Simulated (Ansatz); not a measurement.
# interstitial Ge in Si: hop to the nearest equivalent void, part 2 of 2

Wanted: the energy profile along the hop to the nearest equivalent void, from relaxed end points and a band of images. The host cell (diamond) has 16 atoms; the extra atom is the last.

Ansatz 0.2.0; DFT PBE, plane waves, PAW, scalar-relativistic, no spin polarisation. Earlier steps stand in the parts before.

## 6. The band

crystal.atoms is end A as relaxed above, and neb.final_atoms is end B. With 5 inner images the band has 7 in all.

input.yaml reads:

```yaml
crystal:
  lattice:
    - [0.0, 5.43, 5.43]
    - [5.43, 0.0, 5.43]
    - [5.43, 5.43, 0.0]
  atoms:
    - { symbol: Si, position: [0.00289167, -0.01180688, 0.00602353] }
    - { symbol: Si, position: [0.12984481, 0.12029987, 0.12939648] }
    - { symbol: Si, position: [-0.00221629, 0.00043244, 0.5001286] }
    - { symbol: Si, position: [0.12923741, 0.12091438, 0.6206108] }
    - { symbol: Si, position: [0.00643422, 0.50274726, 0.00247695] }
    - { symbol: Si, position: [0.12514949, 0.62499597, 0.12470505] }
    - { symbol: Si, position: [0.00289573, 0.50629952, 0.48790902] }
    - { symbol: Si, position: [0.12985373, 0.62969904, 0.61999441] }
    - { symbol: Si, position: [0.50058233, 0.00148306, -0.00264772] }
    - { symbol: Si, position: [0.62045884, 0.12029987, 0.12939648] }
    - { symbol: Si, position: [0.50165525, 0.00043244, 0.5001286] }
    - { symbol: Si, position: [0.62514766, 0.12499496, 0.62470971] }
    - { symbol: Si, position: [0.48834157, 0.50274726, 0.00247695] }
    - { symbol: Si, position: [0.62108041, 0.62906734, 0.12877183] }
    - { symbol: Si, position: [0.50058999, 0.49763322, 0.5011868] }
    - { symbol: Si, position: [0.62045282, 0.62969904, 0.61999441] }
    - { symbol: Ge, position: [0.8751769, 0.37498952, 0.87465668] }
basis:
  ecutwfc: 420.0
kpoints:
  mp_grid: { grid: [2, 2, 2] }
hamiltonian:
  xc: pbe
  pseudopotentials: { kind: paw, azcp: { folder: soft_1 } }
scf:
  occupations: { method: gaussian, width: 0.02 }
  lower_state_search: "off"
neb:
  images: 5
  f_tol: 0.05
  initial_path: linear
  max_iterations: 54
  final_atoms:
    - { symbol: Si, position: [-0.00026512, 0.00047237, -0.0004524] }
    - { symbol: Si, position: [0.12370519, 0.12517794, 0.12354602] }
    - { symbol: Si, position: [0.00487986, 0.00561388, 0.4943986] }
    - { symbol: Si, position: [0.12443513, 0.12444033, 0.62687191] }
    - { symbol: Si, position: [0.00279184, 0.49740984, 0.00261028] }
    - { symbol: Si, position: [0.12373436, 0.62779751, 0.12351224] }
    - { symbol: Si, position: [0.00499044, 0.49522074, 0.49429066] }
    - { symbol: Si, position: [0.13653861, 0.62311361, 0.61720036] }
    - { symbol: Si, position: [0.49448105, 0.00571809, 0.00480102] }
    - { symbol: Si, position: [0.62705969, 0.1244742, 0.12424399] }
    - { symbol: Si, position: [0.49667044, 0.00353872, 0.49647843] }
    - { symbol: Si, position: [0.62238236, 0.13725353, 0.62245584] }
    - { symbol: Si, position: [0.49458781, 0.49532911, 0.00469669] }
    - { symbol: Si, position: [0.61738429, 0.62337201, 0.13635331] }
    - { symbol: Si, position: [0.4997452, 0.50045956, 0.49955864] }
    - { symbol: Si, position: [0.62264008, 0.61813191, 0.62219915] }
    - { symbol: Ge, position: [0.74974651, 0.75046244, 0.74956032] }
  order_check: true
```

Command:

```
$ ansatz run input.yaml --threads 1 --pin off --max-ram 3072MiB --backend cpu --events-out ev --progress --plain --runs-dir out
```

What it wrote (excerpt; [...] marks lines left out):

```text
Warning: neb: disabling space-group detection — the band's intermediate images generally break the endpoint symmetry, so no spatial operation reduces the k-mesh or symmetrises the density, except that a semilocal band can use its path's symmetry ahead of convergence; time reversal is [...]
Warning: RAYON_NUM_THREADS=1 ignored (pool sized by the plan → 1); use --threads N
[...]
Pseudopotentials: kind: paw
Pseudopotential: Si, paw, valence charge 4, recommended cutoff 420 eV (normal), <dir>
Pseudopotential: Ge, paw, valence charge 14, recommended cutoff 420 eV (normal), <dir>
Functional definition: PBE
[...]
NEB image 0
Crystal: 17 atoms, lattice volume = 320.206 Å³
Basis set: ecut = 420 eV, 6231 PW (Γ), exchange–correlation on 108×108×108 points (8 copies of the dense FFT grid, shifted against one another)
Bands: 56, of which v1, the nominal top of the filled ones, is band 39 counted from 1 (38 counted from 0)
Symmetry: 1 space group operations
k-points: 8
[...]
NEB end point (image 6): max|allowed force component| = 1.855e-3 eV/Å (the criterion of neb.relax_end_points is 1.000e-2)
NEB image 1
[...]
SCF iter   2: F=—  HF=-14463.467729 eV  |F-HF|=—  |Δ(HF+E_count)|=   9.98e-1  Δρ=2.82e-2  dr2=2.57e0  ethr=3.10e-3  ⟨swp⟩=2.0  Hψ=551  notcnv=0  defer=60
[...]
NEB image 2
[...]
NEB image 3
[...]
NEB image 4
[...]
NEB image 5
[...]
NEB iter   1: max|band force component| = 1.799e0 eV/Å  barrier→ = 1.2613 eV  barrier← = 1.2619 eV  Δτ_max = 0.1716 Å  (63 SCF iters)
[...]
NEB iter   5: max|band force component| = 4.302e-1 eV/Å  barrier→ = 0.3900 eV  barrier← = 0.3905 eV  CI = image 2  Δτ_max = 0.1998 Å  (32 SCF iters)
[...]
NEB iter   9: max|band force component| = 3.437e-1 eV/Å  barrier→ = 0.3531 eV  barrier← = 0.3537 eV  CI = image 3  Δτ_max = 0.0829 Å  (34 SCF iters)
[...]
NEB iter  13: max|band force component| = 1.342e-1 eV/Å  barrier→ = 0.3648 eV  barrier← = 0.3653 eV  CI = image 2  Δτ_max = 0.0571 Å  (30 SCF iters)
[...]
NEB iter  15: max|band force component| = 8.755e-2 eV/Å  barrier→ = 0.3430 eV  barrier← = 0.3436 eV  CI = image 2  Δτ_max = 0.0266 Å  (26 SCF iters)
NEB iter  16: max|band force component| = 7.199e-2 eV/Å  barrier→ = 0.3397 eV  barrier← = 0.3402 eV  CI = image 2  Δτ_max = 0.0139 Å  (27 SCF iters)
```

## 7. The output, continued: band between the two ends

The log, continued (excerpt; [...] marks lines left out):

```text
NEB iter  17: max|band force component| = 6.915e-2 eV/Å  barrier→ = 0.3364 eV  barrier← = 0.3369 eV  CI = image 2  Δτ_max = 0.0122 Å  (25 SCF iters)
[...]
NEB iter  22: max|band force component| = 9.343e-2 eV/Å  barrier→ = 0.3319 eV  barrier← = 0.3324 eV  CI = image 3  Δτ_max = 0.0272 Å  (24 SCF iters)
[...]
NEB iter  23: max|band force component| = 1.501e-2 eV/Å  barrier→ = 0.3322 eV  barrier← = 0.3327 eV  CI = image 3  CI's point: of a kind that is not told: the force calls were inconclusive, a negative curvature could not be distinguished from the path's own, the only one lies far off the [...]
Free energy (F): -14463.012724 eV
[...]
E sigma→0 (E₀):  -14463.012724 e
[...]
  atom   3  Si    -0.00255747     0.00176378     0.00376422
  atom   4  Si     0.00530712    -0.00148082     0.00161455
  atom   5  Si    -0.00701714    -0.00421517    -0.00358559
[...]
    - { symbol: Si, position: [0.01290081755300515, 0.510213217674516, 0.4636395810324359] }
    - { symbol: Si, position: [0.1575600080066999, 0.6147993228344142, 0.613534567474765] }
    - { symbol: Si, position: [0.4982976431197135, -0.013699098258750153, 0.016965092879521082] }
    - { symbol: Si, position: [0.6060819707338612, 0.13811486959500505, 0.12761740934612492] }
    - { symbol: Si, position: [0.4982998002275725, -0.01369713713378995, 0.4978668648940128] }
    - { symbol: Si, position: [0.6482487482134867, 0.05546226176354602, 0.6478596622438908] }
    - { symbol: Si, position: [0.46390128110943285, 0.5102967715444184, 0.012617089824915773] }
    - { symbol: Si, position: [0.6138152468409995, 0.6147111133953812, 0.15730909275050853] }
    - { symbol: Si, position: [0.5218998285388634, 0.4342745754660951, 0.5216273420784419] }
    - { symbol: Si, position: [0.6138157214546991, 0.6147122747148075, 0.6135929035005785] }
    - { symbol: Ge, position: [0.8150617904516236, 0.5546465809770825, 0.814862060550275] }
```

Run time: 19 min. Hardware: 1 thread of Arm Neoverse V1, shared host; peak memory 0.93 GiB.

## 8. Images and barrier

The 5 inner images lie between the fixed ends 0 and 6. Energy is taken from image 0, and the path length is the program's own coordinate along the band.

| image | path (Å) | energy (eV) | Si1–Ge17 (Å) | Si12–Ge17 (Å) | Si11–Ge17 (Å) | Si4–Ge17 (Å) | Ge17 x y z (Å) | band force (eV/Å) |
| --- | --- | --- | --- | --- | --- | --- | --- | --- |
| 0 | 0.000 | 0.0000 | 2.43 | 4.70 | 4.50 | 2.76 | 6.79 9.50 6.79 | - |
| 1 | 0.563 | 0.1169 | 2.47 | 4.25 | 4.22 | 2.95 | 6.97 9.33 6.96 | 0.009 |
| 2 | 1.125 | 0.3165 | 2.63 | 3.78 | 3.85 | 3.23 | 7.19 9.09 7.19 | 0.015 |
| 3* | 1.688 | 0.3322 | 2.99 | 3.14 | 3.55 | 3.49 | 7.44 8.85 7.44 | 0.012 |
| 4 | 2.288 | 0.3204 | 3.67 | 2.66 | 3.26 | 3.81 | 7.71 8.58 7.71 | 0.005 |
| 5 | 2.888 | 0.1284 | 4.21 | 2.48 | 2.95 | 4.20 | 7.96 8.33 7.97 | 0.002 |
| 6 | 3.487 | -0.0006 | 4.70 | 2.43 | 2.75 | 4.50 | 8.15 8.14 8.15 | - |

The star marks the climbing image.

image, energy (eV) and a bar:
```
        0      0.000 
        1      0.117 ###########
        2      0.317 #############################
        3      0.332 ##############################
        4      0.320 #############################
        5      0.128 ############
        6     -0.001
```

The top of the band by iteration:

```csv
iteration,highest image above image 0 (eV),largest band force (eV/Å)
1,1.2613,1.799
3,0.3877,0.273
5,0.3900,0.430
7,0.4020,0.492
9,0.3531,0.344
11,0.3489,0.290
13,0.3648,0.134
15,0.3430,0.088
17,0.3364,0.069
19,0.3347,0.383
21,0.3368,0.176
23,0.3322,0.015
```

The band as a trajectory file:

```xyz
17
Lattice="0.000 5.430 5.430 5.430 0.000 5.430 5.430 5.430 0.000" Properties=species:S:1:pos:R:3 pbc="T T T" image=0 dE=0.0000
Si   -0.031    0.048   -0.048
Si    1.356    1.408    1.358
Si    2.718    2.704   -0.010
Si    4.026    4.072    1.358
Si    2.743    0.048    2.765
Si    4.071    1.357    4.073
Si    5.399    2.665    2.765
Si    6.786    4.072    4.124
Si   -0.006    2.704    2.726
Si    1.356    4.072    4.022
Si    2.718    5.440    2.726
Si    4.071    6.787    4.073
Si    2.743    2.665    5.382
Si    4.115    4.072    6.788
Si    5.424    5.440    5.420
Si    6.786    6.736    6.788
Ge    6.786    9.502    6.788
17
Lattice="0.000 5.430 5.430 5.430 0.000 5.430 5.430 5.430 0.000" Properties=species:S:1:pos:R:3 pbc="T T T" image=1 dE=0.1169
Si    0.111   -0.104    0.103
Si    1.393    1.404    1.397
Si    2.674    2.750   -0.005
Si    4.027    4.039    1.390
Si    2.795    0.099    2.815
Si    4.218    1.216    4.214
Si    5.338    2.625    2.805
Si    6.734    4.122    4.140
Si   -0.007    2.748    2.682
Si    1.393    4.032    4.025
Si    2.673    5.434    2.679
Si    3.980    6.874    3.984
Si    2.794    2.615    5.331
Si    4.135    4.120    6.739
Si    5.331    5.529    5.331
Si    6.734    6.720    6.738
Ge    6.966    9.330    6.960
17
Lattice="0.000 5.430 5.430 5.430 0.000 5.430 5.430 5.430 0.000" Properties=species:S:1:pos:R:3 pbc="T T T" image=2 dE=0.3165
Si    0.246   -0.249    0.248
Si    1.414    1.428    1.415
Si    2.656    2.771   -0.028
Si    3.998    4.013    1.416
Si    2.839    0.213    2.840
Si    4.316    1.111    4.320
Si    5.214    2.589    2.841
Si    6.713    4.145    4.113
Si   -0.029    2.771    2.658
Si    1.413    4.015    4.000
Si    2.656    5.457    2.658
Si    3.942    6.915    3.943
Si    2.838    2.591    5.216
Si    4.111    4.144    6.715
Si    5.291    5.566    5.293
Si    6.713    6.746    6.715
Ge    7.191    9.094    7.194
17
Lattice="0.000 5.430 5.430 5.430 0.000 5.430 5.430 5.430 0.000" Properties=species:S:1:pos:R:3 pbc="T T T" image=3 dE=0.3322
Si    0.278   -0.282    0.280
Si    1.442    1.388    1.445
Si    2.629    2.797    0.020
Si    4.039    3.985    1.445
Si    2.839    0.139    2.841
Si    4.330    1.097    4.332
Si    5.288    2.588    2.841
Si    6.670    4.187    4.194
Si    0.018    2.798    2.631
Si    1.443    3.984    4.041
Si    2.629    5.409    2.631
Si    3.819    7.038    3.821
Si    2.839    2.587    5.290
Si    4.192    4.187    6.671
Si    5.191    5.666    5.192
Si    6.670    6.665    6.671
Ge    7.436    8.850    7.438
17
Lattice="0.000 5.430 5.430 5.430 0.000 5.430 5.430 5.430 0.000" Properties=species:S:1:pos:R:3 pbc="T T T" image=4 dE=0.3204
Si    0.159   -0.162    0.160
Si    1.424    1.333    1.426
Si    2.652    2.775    0.068
Si    4.094    4.002    1.426
Si    2.801    0.049    2.802
Si    4.237    1.189    4.239
Si    5.377    2.626    2.803
Si    6.659    4.198    4.279
Si    0.067    2.775    2.653
Si    1.424    4.002    4.095
Si    2.652    5.360    2.653
Si    3.814    7.042    3.816
Si    2.801    2.626    5.379
Si    4.278    4.198    6.661
Si    5.178    5.679    5.179
Si    6.658    6.579    6.660
Ge    7.709    8.577    7.710
17
Lattice="0.000 5.430 5.430 5.430 0.000 5.430 5.430 5.430 0.000" Properties=species:S:1:pos:R:3 pbc="T T T" image=5 dE=0.1284
Si    0.101   -0.107    0.101
Si    1.396    1.352    1.397
Si    2.672    2.753    0.047
Si    4.075    4.025    1.400
Si    2.769    0.065    2.770
Si    4.183    1.245    4.185
Si    5.360    2.654    2.772
Si    6.687    4.155    4.173
Si    0.044    2.750    2.675
Si    1.400    4.024    4.076
Si    2.680    5.385    2.681
Si    3.962    6.902    3.967
Si    2.771    2.654    5.360
Si    4.169    4.152    6.686
Si    5.284    5.579    5.287
Si    6.699    6.695    6.695
Ge    7.963    8.330    7.967
17
Lattice="0.000 5.430 5.430 5.430 0.000 5.430 5.430 5.430 0.000" Properties=species:S:1:pos:R:3 pbc="T T T" image=6 dE=-0.0006
Si    0.000   -0.004    0.001
Si    1.351    1.343    1.351
Si    2.715    2.711    0.057
Si    4.080    4.080    1.351
Si    2.715    0.029    2.716
Si    4.080    1.343    4.081
Si    5.373    2.711    2.716
Si    6.735    4.093    4.125
Si    0.057    2.711    2.716
Si    1.351    4.080    4.081
Si    2.715    5.393    2.716
Si    4.125    6.759    4.125
Si    2.715    2.711    5.375
Si    4.125    4.093    6.737
Si    5.430    5.426    5.431
Si    6.735    6.759    6.737
Ge    8.145    8.141    8.146
```

## 9. The band again, with other settings

crystal.atoms is end A as relaxed above, and neb.final_atoms is end B. With 3 inner images the band has 5 in all.

input.yaml, as its differences from that of step 6:

```diff
@@ -24,3 +24,3 @@
 basis:
-  ecutwfc: 420.0
+  ecutwfc: 300.0
 kpoints:
@@ -33,7 +33,8 @@
   lower_state_search: "off"
+  max_iter: 64
 neb:
-  images: 5
+  images: 3
   f_tol: 0.05
-  initial_path: linear
-  max_iterations: 54
+  max_iterations: 50
+  order_check: false
   final_atoms:
@@ -56,2 +57 @@
     - { symbol: Ge, position: [0.74974651, 0.75046244, 0.74956032] }
-  order_check: true
```

Command:

```
$ ansatz run input.yaml --threads 1 --pin off --max-ram 3072MiB --backend cpu --events-out ev --progress --plain --runs-dir out
```

What it wrote (excerpt; [...] marks lines left out):

```text
Warning: neb: disabling space-group detection — the band's intermediate images generally break the endpoint symmetry, so no spatial operation reduces the k-mesh or symmetrises the density, except that a semilocal band can use its path's symmetry ahead of convergence; time reversal is [...]
Warning: basis.ecutwfc = 300 eV is below the records' recommended 420 eV, and the density's cutoff is lower with it unless basis.ecutrho_ratio is high enough to keep the records' density cutoff: compare with a run at a higher cutoff
Warning: RAYON_NUM_THREADS=1 ignored (pool sized by the plan → 1); use --threads N
[...]
Pseudopotentials: kind: paw
Pseudopotential: Si, paw, valence charge 4, recommended cutoff 420 eV (normal), <dir>
Pseudopotential: Ge, paw, valence charge 14, recommended cutoff 420 eV (normal), <dir>
Functional definition: PBE
[...]
NEB image 0
Crystal: 17 atoms, lattice volume = 320.206 Å³
Basis set: ecut = 300 eV, 3767 PW (Γ), exchange–correlation on 90×90×90 points (8 copies of the dense FFT grid, shifted against one another)
Bands: 56, of which v1, the nominal top of the filled ones, is band 39 counted from 1 (38 counted from 0)
Symmetry: 1 space group operations
k-points: 8
[...]
SCF iter   1: F=—  HF=-14464.800086 eV  |F-HF|=—  |Δ(HF+E_count)|=         —  Δρ=4.59e-2  dr2=6.31e0  ethr=3.10e-3  ⟨swp⟩=9.0  Hψ=2390  notcnv=0  defer=19
[...]
NSCF: frozen V_eff on 8 k-points
NEB image 4
[...]
NSCF: frozen V_eff on 8 k-points
NEB end point (image 0): max|allowed force component| = 2.237e-2 eV/Å (the criterion of neb.relax_end_points is 1.000e-2)
NEB end point (image 4): max|allowed force component| = 7.743e-3 eV/Å (the criterion of neb.relax_end_points is 1.000e-2)
NEB image 1
[...]
SCF iter   2: F=—  HF=-14462.943894 eV  |F-HF|=—  |Δ(HF+E_count)|=    1.01e0  Δρ=2.83e-2  dr2=2.61e0  ethr=3.10e-3  ⟨swp⟩=2.0  Hψ=540  notcnv=0  defer=57
[...]
NEB image 2
[...]
NEB image 3
[...]
NEB iter   1: max|band force component| = 1.815e0 eV/Å  barrier→ = 1.2704 eV  barrier← = 1.2710 eV  Δτ_max = 0.1585 Å  (45 SCF iters)
[...]
NEB iter   3: max|band force component| = 4.240e-1 eV/Å  barrier→ = 0.3698 eV  barrier← = 0.3704 eV  CI = image 2  Δτ_max = 0.0620 Å  (22 SCF iters)
[...]
NEB iter   4: max|band force component| = 9.581e-2 eV/Å  barrier→ = 0.3509 eV  barrier← = 0.3514 eV  CI = image 2  Δτ_max = 0.1975 Å  (20 SCF iters)
NEB image 1
```

## 10. The log goes on: band between the two ends

The log, continued (excerpt; [...] marks lines left out):

```text
[...]
NEB image 2
[...]
NEB image 3
[...]
NEB iter   5: max|band force component| = 2.117e-1 eV/Å  barrier→ = 0.3644 eV  barrier← = 0.3650 eV  CI = image 2  Δτ_max = 0.1025 Å  (20 SCF iters)
[...]
NEB iter  11: max|band force component| = 3.507e-2 eV/Å  barrier→ = 0.3418 eV  barrier← = 0.3423 eV  CI = image 2  Δτ_max = 0.0146 Å  (18 SCF iters)
[...]
NEB iter  12: max|band force component| = 4.272e-2 eV/Å  barrier→ = 0.3415 eV  barrier← = 0.3420 eV  CI = image 2  Δτ_max = 0.0000 Å  (6 SCF iters)
Free energy (F): -14462.876137 eV
[...]
E sigma→0 (E₀):  -14462.874064 eV
Entropy (-TS):   -0.004147 eV (-0.244 meV/atom)
Fermi energy:    7.341677 eV
[...]
--- Forces (eV/Å), atoms counted from 1 ---
[...]
  atom   1  Si     0.00234631    -0.00328090    -0.00050261
  atom   2  Si     0.00014104     0.00062779     0.00158640
  atom   3  Si    -0.00291656     0.00304610    -0.00536960
[...]
    - { symbol: Si, position: [0.017091652174440336, 0.5093232092943674, 0.45986063483725154] }
    - { symbol: Si, position: [0.15119722504846, 0.617250865090531, 0.6152014859407177] }
    - { symbol: Si, position: [0.49971370559627176, -0.013177222480281137, 0.01316340645712094] }
    - { symbol: Si, position: [0.6064208656028257, 0.13432836144791435, 0.1294076741949508] }
    - { symbol: Si, position: [0.4999049764753455, -0.013730065410481357, 0.49983034696812156] }
    - { symbol: Si, position: [0.6421914720743804, 0.07194529179448034, 0.6425424752164586] }
    - { symbol: Si, position: [0.45922159943681207, 0.5070363163695898, 0.01706556704953749] }
    - { symbol: Si, position: [0.6156749885903603, 0.6156765069811629, 0.15051029860564114] }
    - { symbol: Si, position: [0.5172717850207407, 0.4476064758357302, 0.5172310411153784] }
    - { symbol: Si, position: [0.6163084917741993, 0.6151210596436912, 0.6176281688451782] }
    - { symbol: Ge, position: [0.824415429836885, 0.5246341975992973, 0.825031649824269] }
```

Run time: 2.8 min. Hardware: 1 thread of Arm Neoverse V1, shared host; peak memory 0.56 GiB.

## 11. What the band shows

Images 0 and 4 are the ends. Energies count from image 0; the path length is the program's own measure over all atoms.

| image | path (Å) | energy (eV) | Si1–Ge17 (Å) | Si12–Ge17 (Å) | Si11–Ge17 (Å) | Si4–Ge17 (Å) | Ge17 x y z (Å) | band force (eV/Å) |
| --- | --- | --- | --- | --- | --- | --- | --- | --- |
| 0 | 0.000 | 0.0000 | 2.43 | 4.70 | 4.50 | 2.76 | 6.79 9.50 6.79 | - |
| 1 | 0.694 | 0.1658 | 2.49 | 4.12 | 4.15 | 2.98 | 7.01 9.28 7.01 | 0.043 |
| 2* | 1.370 | 0.3415 | 2.79 | 3.43 | 3.68 | 3.37 | 7.33 8.96 7.33 | 0.007 |
| 3 | 2.298 | 0.2797 | 3.87 | 2.59 | 3.06 | 4.04 | 7.84 8.45 7.85 | 0.036 |
| 4 | 3.213 | -0.0005 | 4.70 | 2.43 | 2.75 | 4.50 | 8.15 8.14 8.15 | - |

The star marks the climbing image.

image, energy (eV) and a bar:
```
        0      0.000 
        1      0.166 ###############
        2      0.342 ##############################
        3      0.280 #########################
        4     -0.001
```

## 12. Summary of results

This closing draws on all 2 parts.

| quantity | value |
| --- | --- |
| end A | 9 moves, 0.337 eV lower |
| end B | 9 moves, 0.359 eV lower |
| first band: barrier forwards | 0.332 eV |
| first band: barrier backwards | 0.333 eV |
| first band: second end relative to first | -0.001 eV |
| first band: highest image | 3 of 0 to 6, climbing |
| first band: band iterations | 23 |
| first band: lowest curvatures at the top | 0.18 and 0.40 eV/Å² |
| second band | top 0.342 eV above image 0, 12 iterations, 3 inner images |
| time, first and second band | 19 min and 2.8 min |

In the first band: the barrier from the first end is 0.33 eV, 13 times kT at 300 K; with a typical attempt rate of 10^13 per second that is roughly 10^7 events a second. Both ends agree in energy to 1 meV. The test of curvatures at the top gave "unresolved", so the point may be no simple saddle. The second band's top lies 9 meV above the first's, so the changed settings hardly move the height. A cell of 17 atoms lets the moving atom feel its images, and convergence in size and mesh was not shown.
